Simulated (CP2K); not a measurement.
## LiH in CP2K: the effect of functional

The system is LiH.

```
Li H
1.0
     2.88040    0.00000    0.00000
     1.44020    2.49450    0.00000
     1.44020    0.83150    2.35184
Li H
1 1
Direct
  0.00000 0.00000 0.00000
  0.50000 0.50000 0.50000
```

Alike in all runs:

```yaml
Program: CP2K 2026.2
Task: atomic charges
Potentials_or_basis: POTENTIAL_UZH Li GTH-PBE-q3, H GTH-PBE-q1; TZVP-MOLOPT-PBE-GTH basis
Density_cutoff: 10885 eV
k_mesh: 11 × 11 × 11
Occupations: fermi-dirac, width 0.05 eV
Spin: no spin polarisation
```

```csv
functional,gap on the mesh (eV),pressure (GPa)
PBE,?,?
LDA,3.02,-4.0
BEEF-vdW,3.80,-1.0
RPBE,3.56,0.0
optB88-vdW,3.70,-1.4
MS2,3.94,-2.5
```

Problem. What does the run with functional PBE give?

Solution. gap on the mesh 3.39 eV; pressure -1.5 GPa.

Caveats: an odd mesh through Γ misses points on the zone boundary, where band edges often lie; the basis of atomic orbitals isn't converged, which shifts pressures, moduli and gaps; the potentials were made for another functional, which shifts forces and pressure (some runs).
